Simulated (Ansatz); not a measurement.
# WSi2P4 monolayer in a perpendicular field, part 3 of 4

Wanted: the out-of-plane response of the WSi2P4 monolayer. A positive field points along +c.

Ansatz 0.2.0; plane-wave DFT, PBEsol-D3(BJ), Ansatz PAW (set soft_1); PAW set soft_1 (the session's first sound run).

So far. Step 8 (Single point, field 0.35 V/Å): The dipole is 0.217 e·Å, and the gap 0.995 eV.

### 9. Response, atoms held

This step: plane-wave DFT, PBEsol-D3(BJ), Ansatz PAW (set soft_1); response to a field along the normal, atoms held; PAW set soft_1 (Ansatz 0.2.0).

The dipoles give the slope, and the difference of two potentials shows where the field is screened.

Numbers from this step:

| Item | Value |
| --- | --- |
| equivalent conductor thickness p/(ε₀AE) | 11.30 Å |
| distance between the outer atoms | 9.428 Å |

Dipole of the cell against applied field:

| applied field (V/Å) | dipole of the cell (e·Å) |
| --- | --- |
| -0.200 | -0.124 |
| -0.100 | -0.0620 |
| 0.000 | -8.4e-6 |
| 0.100 | 0.0620 |
| 0.200 | 0.124 |
| 0.350 | 0.217 |

Local field over the applied field, running mean. From the potentials at -0.1 and 0.1 V/Å; running mean over 2.5 Å. The local field over applied field by z:

| z (Å) | local field over applied field |
| --- | --- |
| 5 | 0.996 |
| 6 | 0.962 |
| 7 | 0.781 |
| 8 | 0.431 |
| 9 | 0.123 |
| 10 | 0.0666 |
| 11 | 0.0904 |
| 12 | 0.0699 |
| 13 | 0.0431 |
| 14 | 0.0344 |
| 15 | 0.0552 |
| 16 | 0.0914 |
| 17 | 0.0733 |
| 18 | 0.0727 |
| 19 | 0.280 |
| 20 | 0.638 |
| 21 | 0.912 |
| 22 | 0.988 |
| 23 | 0.999 |

The induced electron density oscillates, so the rows of the table below give means over 0.5 Å (shorter at the two ends). Its distinct maxima (Å: e/Å³ per V/Å): 8.00: 0.00368, 12.29: 7.7e-4, 17.29: 0.00152. Distinct minima: 10.14: -0.00152, 15.14: -7.7e-4, 19.43: -0.00368.

Electrons, planar mean, per unit field. The induced electron density by z; means over each step:

z (Å), induced electron density (e/Å³ per V/Å) and a bar from the least value:
```
      4.5    0.00001 ###############
      5.0    0.00002 ###############
      5.5    0.00006 ###############
      6.0    0.00019 ################
      6.5    0.00053 #################
      7.0    0.00135 #####################
      7.5    0.00274 ###########################
      8.0    0.00350 ##############################
      8.5    0.00181 #######################
      9.0    0.00057 #################
      9.5    0.00044 #################
     10.0   -0.00112 ##########
     10.5   -0.00064 ############
     11.0    0.00044 #################
     11.5    0.00016 ################
     12.0    0.00048 #################
     12.5    0.00033 ################
     13.0   -0.00025 ##############
     13.5   -0.00009 ###############
     14.0    0.00011 ###############
     14.5    0.00024 ################
     15.0   -0.00046 #############
     15.5   -0.00038 #############
     16.0   -0.00021 ##############
     16.5   -0.00038 #############
     17.0    0.00085 ###################
     17.5    0.00093 ###################
     18.0   -0.00057 #############
     18.5   -0.00058 #############
     19.0   -0.00215 ######
     19.5   -0.00352 
     20.0   -0.00253 ####
     20.5   -0.00119 ##########
     21.0   -0.00045 #############
     21.5   -0.00016 ##############
     22.0   -0.00005 ###############
     22.5   -0.00002 ###############
     23.0   -0.00001 ###############
```

The smaller of the gaps on the path and on the k-mesh, counted as 0 under 0.03 eV. The gap stays at 0.994 eV for applied field from -0.2 to 0.35 V/Å.

By hand: between -0.1 and 0.1 V/Å the dipole changes by 0.1240 e·Å, a slope of 0.6201 e·Å²/V. A perfect conductor of thickness t has p = ε₀AEt, so t = 180.95 × 0.6201 / 9.934 = 11.30 Å (e/ε₀ = 180.95 V·Å, A in Å²).

The induced dipole is that of a conductor 11.30 Å thick.

### 10. Relaxing in the field, field 0.1 V/Å

This step: plane-wave DFT, PBEsol-D3(BJ), Ansatz PAW (set soft_1); PAW set soft_1 (Ansatz 0.2.0).

Now the atoms may follow the field. A weak field makes forces of meV/Å to tens of meV/Å, so the force tolerance is set well below the usual one.

input.yaml reads:

```yaml
crystal:
  lattice:
    - [3.3869153278, 0.0, 0.0]
    - [-1.6934576639, 2.9331547143, 0.0]
    - [0.0, 0.0, 27.4283660641]
  atoms:
    - { symbol: P, position: [0.0, 0.0, 0.3281274568] }
    - { symbol: Si, position: [0.3333333333, 0.6666666667, 0.3664477279] }
    - { symbol: P, position: [0.3333333333, 0.6666666667, 0.4477487376] }
    - { symbol: W, position: [0.0, 0.0, 0.5] }
    - { symbol: P, position: [0.3333333333, 0.6666666667, 0.5522512624] }
    - { symbol: Si, position: [0.3333333333, 0.6666666667, 0.6335522721] }
    - { symbol: P, position: [0.0, 0.0, 0.6718725432] }
kpoints:
  mp_grid: { grid: [12, 12, 1] }
hamiltonian:
  xc: pbesol
  dispersion: d3bj
  pseudopotentials: { kind: paw, azcp: { folder: soft_1 }, xc_functional: pbe }
scf:
  occupations: { method: fermi_dirac, width: 0.02585 }
  convergence: { dr2_threshold: 1.0e-10 }
efield:
  axis: 3
  dipole_correction: true
  ramp_position: 0.9552
  ramp_width: 0.0897
  amplitude: 0.1
relax:
  f_tol: 0.001
  max_steps: 60
output:
  write_potential: true
  write_density: true
  volumetric_format: npy
```

Command:

```
ansatz run input.yaml --threads 4 --pin off --max-ram 6144MiB --backend cpu --events-out ev --progress --plain --runs-dir out
```

What it wrote:

```text
[...]
Crystal: 7 atoms, lattice volume = 272.483 Å³
Basis set: ecut = 420 eV, 5347 PW (Γ), exchange–correlation on 48×48×384 points (8 copies of the dense FFT grid, shifted against one another)
Bands: 28, of which v1, the nominal top of the filled ones, is band 21 counted from 1 (20 counted from 0)
Symmetry: 6 space group operations
k-points: 19 of 144 (time reversal used)
[...]
SCF iter   1: F=—  HF=-14465.937656 eV  |F-HF|=—  |Δ(HF+E_count)|=         —  Δρ=3.34e-2  dr2=3.95e0  ethr=3.10e-3  p=0.065 e·Å  D=4.33e-2 V/Å  ΔV_dip=-1.19 eV  dr2_dipole=4.91e-4  V_vac-E_F(+/−)=7.34/6.10 eV  ⟨swp⟩=12.1  Hψ=3987  notcnv=0
[...]
SCF iter  17: F=-14464.771836 eV  HF=-14464.771836 eV  |F-HF|=8.89e-10  |Δ(HF+E_count)|=  2.07e-10  Δρ=1.54e-7  dr2=5.67e-11  ethr=1.00e-12  p=0.062 e·Å  D=4.12e-2 V/Å  ΔV_dip=-1.13 eV  dr2_dipole=3.37e-15  V_vac-E_F(+/−)=5.43/4.13 eV  ⟨swp⟩=6.7  Hψ=3329  notcnv=0
SCF 1 converged in 17 iterations: F = -14464.771836 eV  dr2 = 5.67e-11
[...]
relax step   1: F+E_penalty+E_count = -14464.77183625 eV  Δ(F+E_penalty+E_count) = +0.000e0 eV  max|allowed force component| = 2.350e-2 eV/Å  Δτ_max = 0.0000 Å  (17 SCF iters, accepted)
[...]
SCF iter  10: F=-14464.771852 eV  HF=-14464.771852 eV  |F-HF|=7.28e-12  |Δ(HF+E_count)|=  1.64e-11  Δρ=9.10e-8  dr2=2.12e-11  ethr=1.00e-12  p=0.062 e·Å  D=4.15e-2 V/Å  ΔV_dip=-1.14 eV  dr2_dipole=1.00e-13  V_vac-E_F(+/−)=5.42/4.13 eV  ⟨swp⟩=8.0  Hψ=2914  notcnv=0
SCF 2 converged in 10 iterations: F = -14464.771852 eV  dr2 = 2.12e-11
relax step   2: F+E_penalty+E_count = -14464.77185157 eV  Δ(F+E_penalty+E_count) = -1.532e-5 eV  max|allowed force component| = 1.121e-2 eV/Å  Δτ_max = 0.0012 Å  (10 SCF iters, accepted)
SCF iter   1: F=—  HF=-14464.771880 eV  |F-HF|=—  |Δ(HF+E_count)|=         —  Δρ=1.18e-5  dr2=1.50e-6  ethr=6.43e-8  p=0.062 e·Å  D=4.15e-2 V/Å  ΔV_dip=-1.14 eV  dr2_dipole=2.71e-7  V_vac-E_F(+/−)=5.42/4.13 eV  ⟨swp⟩=2.2  Hψ=1005  notcnv=0  defer=37
[...]
SCF iter   9: F=-14464.771854 eV  HF=-14464.771854 eV  |F-HF|=3.46e-11  |Δ(HF+E_count)|=  1.82e-11  Δρ=6.48e-8  dr2=1.95e-11  ethr=1.00e-12  p=0.062 e·Å  D=4.14e-2 V/Å  ΔV_dip=-1.14 eV  dr2_dipole=9.05e-13  V_vac-E_F(+/−)=5.42/4.13 eV  ⟨swp⟩=8.0  Hψ=2987  notcnv=0
SCF 3 converged in 9 iterations: F = -14464.771854 eV  dr2 = 1.95e-11
relax step   3: F+E_penalty+E_count = -14464.77185415 eV  Δ(F+E_penalty+E_count) = -2.582e-6 eV  max|allowed force component| = 1.149e-3 eV/Å  Δτ_max = 0.0003 Å  (9 SCF iters, accepted)
SCF iter   1: F=—  HF=-14464.771880 eV  |F-HF|=—  |Δ(HF+E_count)|=         —  Δρ=2.27e-6  dr2=2.37e-8  ethr=1.45e-9  p=0.062 e·Å  D=4.14e-2 V/Å  ΔV_dip=-1.14 eV  dr2_dipole=1.31e-9  V_vac-E_F(+/−)=5.42/4.13 eV  ⟨swp⟩=3.5  Hψ=1517  notcnv=0  defer=37
[...]
SCF iter   7: F=-14464.771854 eV  HF=-14464.771854 eV  |F-HF|=2.91e-11  |Δ(HF+E_count)|=  1.56e-10  Δρ=8.97e-8  dr2=1.59e-11  ethr=1.00e-12  p=0.062 e·Å  D=4.14e-2 V/Å  ΔV_dip=-1.14 eV  dr2_dipole=6.53e-13  V_vac-E_F(+/−)=5.42/4.13 eV  ⟨swp⟩=7.2  Hψ=3233  notcnv=0
SCF 4 converged in 7 iterations: F = -14464.771854 eV  dr2 = 1.59e-11
relax step   4: F+E_penalty+E_count = -14464.77185422 eV  Δ(F+E_penalty+E_count) = -6.543e-8 eV  max|allowed force component| = 7.008e-5 eV/Å  Δτ_max = 0.0000 Å  (7 SCF iters, accepted)
[...]
the band table was solved once a step of the walk had ended and its energy, with any forces and stress, was formed, with the checks that follow a solve (3693 applications of the Hamiltonian). They found nothing against the state; the energy, forces and stress were not computed again (output.eigenvalues in the input reference)
[...]
SCF converged after 7 iterations
Free energy (F): -14464.771854 eV
[...]
Internal energy: -14464.771854 eV  (E = F + TS)
E sigma→0 (E₀):  -14464.771854 eV
Fermi energy:    1.753390 eV
Dipole field:    D = 0.041415 V/Å  (p = 0.062364 e·Å, saw-weighted, corrected)
Work function:   not extracted (applied field tilts the vacuum); planar V_es + V_field profile in the machine report
[...]
--- Forces (eV/Å), atoms counted from 1 ---
  atom   1  P     -0.00000000     0.00000000    -0.00002433
  atom   2  Si    -0.00000000    -0.00000000     0.00006952
  atom   3  P     -0.00000000     0.00000000    -0.00003435
  atom   4  W      0.00000000    -0.00000000    -0.00003498
  atom   5  P     -0.00000000     0.00000000    -0.00002337
  atom   6  Si     0.00000000    -0.00000000     0.00007023
  atom   7  P     -0.00000000     0.00000000    -0.00002166
  max |Σ_I F_I| component: 1.07e-6 eV/Å
--- Band table (eV; the first three rows and the last of 19) ---
  k-point 0: bands = [... 17 lower, 0.6051, 0.6823, 0.6823, 0.8834, 4.1153, 4.1153, 4.3995, 4.3995, ... 3 higher]
  k-point 1: bands = [... 17 lower, 0.3281, 0.3886, 0.4768, 0.9077, 3.8713, 4.0310, 4.3375, 4.4584, ... 3 higher]
  k-point 2: bands = [... 17 lower, -0.0763, 0.0287, 0.1498, 0.7431, 3.4137, 3.5221, 4.3119, 4.5700, ... 3 higher]
  k-point 18: bands = [... 17 lower, -1.7070, -0.4796, 0.2500, 1.2564, 2.2505, 2.6500, 2.9596, 3.6481, ... 3 higher]
--- Relaxed structure (4 steps of the walk, 4 accepted, 0 SCFs on fresh bases) ---
  F+E_penalty+E_count = -14464.77185422 eV   max|allowed force component| = 7.008e-5 eV/Å
  atoms:
    - { symbol: P, position: [1.056852e-17, -5.135726e-17, 0.328122] }
    - { symbol: Si, position: [0.333333, 0.666667, 0.366465] }
    - { symbol: P, position: [0.333333, 0.666667, 0.447741] }
    - { symbol: W, position: [1.054478e-17, -5.135726e-17, 0.499968] }
    - { symbol: P, position: [0.333333, 0.666667, 0.552250] }
    - { symbol: Si, position: [0.333333, 0.666667, 0.633575] }
    - { symbol: P, position: [1.057978e-17, -5.135726e-17, 0.671879] }
```

It took 22 s on 4 threads of Intel Xeon Platinum 8259CL at 2.50GHz (Skylake/Cascade Lake), shared host; peak memory 0.59 GiB.

Hardly anything moved in the relaxation; the energy changed by under 0.2 meV an atom.

Numbers from this step:

| Item | Value |
| --- | --- |
| gap on the k-mesh | 0.9941 eV |
| dipole along the normal | 0.06236 e·Å |

The relaxation took 4 steps and lowered the energy by 1.8e-5 eV; the largest force on the free atoms ends at 7.0e-5 eV/Å.

The dipole is 0.0624 e·Å, and the gap on the mesh 0.994 eV.

### 11. Relaxing in the field, field -0.1 V/Å

The opposite sign, again from the field-free geometry; the difference of the two cancels what relaxes without a field.

Changes to input.yaml since step 10:

```diff
@@ -27,3 +27,3 @@
   ramp_width: 0.0897
-  amplitude: 0.1
+  amplitude: -0.1
 relax:
```

What it wrote:

```text
[...]
Crystal: 7 atoms, lattice volume = 272.483 Å³
Basis set: ecut = 420 eV, 5347 PW (Γ), exchange–correlation on 48×48×384 points (8 copies of the dense FFT grid, shifted against one another)
Bands: 28, of which v1, the nominal top of the filled ones, is band 21 counted from 1 (20 counted from 0)
Symmetry: 6 space group operations
k-points: 19 of 144 (time reversal used)
[...]
atoms:
    - { symbol: P, position: [1.056732e-17, -5.135726e-17, 0.328121] }
    - { symbol: Si, position: [0.333333, 0.666667, 0.366425] }
    - { symbol: P, position: [0.333333, 0.666667, 0.447750] }
    - { symbol: W, position: [1.060233e-17, -5.135726e-17, 0.500032] }
    - { symbol: P, position: [0.333333, 0.666667, 0.552259] }
    - { symbol: Si, position: [0.333333, 0.666667, 0.633535] }
    - { symbol: P, position: [1.057859e-17, -5.135726e-17, 0.671878] }
[key lines of the parts left out:]
SCF converged after 7 iterations
Free energy (F): -14464.771854 eV
Fermi energy:    1.753551 eV
Dipole field:    D = -0.041415 V/Å  (p = -0.062364 e·Å, saw-weighted, corrected)
```

Run time: 22 s. Hardware: 4 threads; peak memory 0.61 GiB; 80 s of CPU time.

No atom moved by 0.005 Å in the relaxation.

Read from the output:

```yaml
dipole_along_the_normal: -0.06236 e·Å
```

The relaxation took 4 steps and lowered the energy by 1.8e-5 eV; the largest force on the free atoms ends at 7.0e-5 eV/Å.

The dipole is -0.0624 e·Å, and the gap on the mesh 0.994 eV.

### 12. Response, atoms relaxed

This step: plane-wave DFT, PBEsol-D3(BJ), Ansatz PAW (set soft_1); response to a field along the normal, atoms relaxed; PAW set soft_1 (Ansatz 0.2.0).

The same analysis on the two relaxed runs holds the ionic part too; their mesh is coarser, so small differences from the held value can come from that.

This step gave:

| Item | Value |
| --- | --- |
| equivalent conductor thickness p/(ε₀AE) | 11.36 Å |
| distance between the outer atoms | 9.429 Å |

The dipole of the cell by applied field:

| applied field (V/Å) | dipole of the cell (e·Å) |
| --- | --- |
| -0.1000 | -0.0624 |
| 0.1000 | 0.0624 |

Local field over the applied field, running mean. From the potentials at -0.1 and 0.1 V/Å; running mean over 2.5 Å. The local field over applied field by z:

| z (Å) | local field over applied field |
| --- | --- |
| 4 | 1.000 |
| 5 | 0.996 |
| 6 | 0.962 |
| 7 | 0.785 |
| 8 | 0.460 |
| 9 | 0.119 |
| 10 | 0.0389 |
| 11 | 0.0559 |
| 12 | 0.0438 |
| 13 | 0.104 |
| 14 | 0.0771 |
| 15 | 0.0576 |
| 16 | 0.0496 |
| 17 | 0.0296 |
| 18 | 0.0338 |
| 19 | 0.299 |
| 20 | 0.646 |
| 21 | 0.913 |
| 22 | 0.989 |
| 23 | 0.999 |

Electrons, planar mean, per unit field. The induced electron density by z:

| z (Å) | induced electron density (e/Å³ per V/Å) |
| --- | --- |
| 4.0 | 1.8e-6 |
| 4.5 | 5.9e-6 |
| 5.0 | 1.9e-5 |
| 5.5 | 5.9e-5 |
| 6.0 | 1.7e-4 |
| 6.5 | 5.0e-4 |
| 7.0 | 0.00129 |
| 7.5 | 0.00271 |
| 8.0 | 0.00353 |
| 8.5 | 0.00138 |
| 9.0 | -5.3e-4 |
| 9.5 | -3.8e-5 |
| 10.0 | -8.6e-4 |
| 10.5 | -2.6e-4 |
| 11.0 | 0.00163 |
| 11.5 | 0.00113 |
| 12.0 | 0.00135 |
| 12.5 | 0.00252 |
| 13.0 | 0.00882 |
| 13.5 | 0.00629 |
| 14.0 | -0.00864 |
| 14.5 | -0.00701 |
| 15.0 | -0.00240 |
| 15.5 | -0.00117 |
| 16.0 | -0.00125 |
| 16.5 | -0.00149 |
| 17.0 | 5.8e-4 |
| 17.5 | 6.9e-4 |
| 18.0 | 6.5e-5 |
| 18.5 | 4.4e-4 |
| 19.0 | -0.00184 |
| 19.5 | -0.00352 |
| 20.0 | -0.00249 |
| 20.5 | -0.00114 |
| 21.0 | -4.3e-4 |
| 21.5 | -1.5e-4 |
| 22.0 | -5.0e-5 |
| 22.5 | -1.6e-5 |
| 23.0 | -4.8e-6 |

The induced dipole is that of a conductor 11.36 Å thick.

(Part 3 of 4 ends here.)

[Long decimals in the printed logs are rounded to 6 places.]

[Logs are printed without paths, hosts, clocks, repeated set-up lines and the standing remarks that a program may print on its own settings, such as how far it seeks lower states.]

[Hosts, paths, dates, database ids (printed as entryN), source tags and the programs' standing remarks are cut or masked in the printed files.]

[Maps of the electrostatic potential energy from Ansatz leave out the sawtooth potential of an applied field or a dipole correction, so their vacuum need not be flat; planar profiles and work functions include it.]
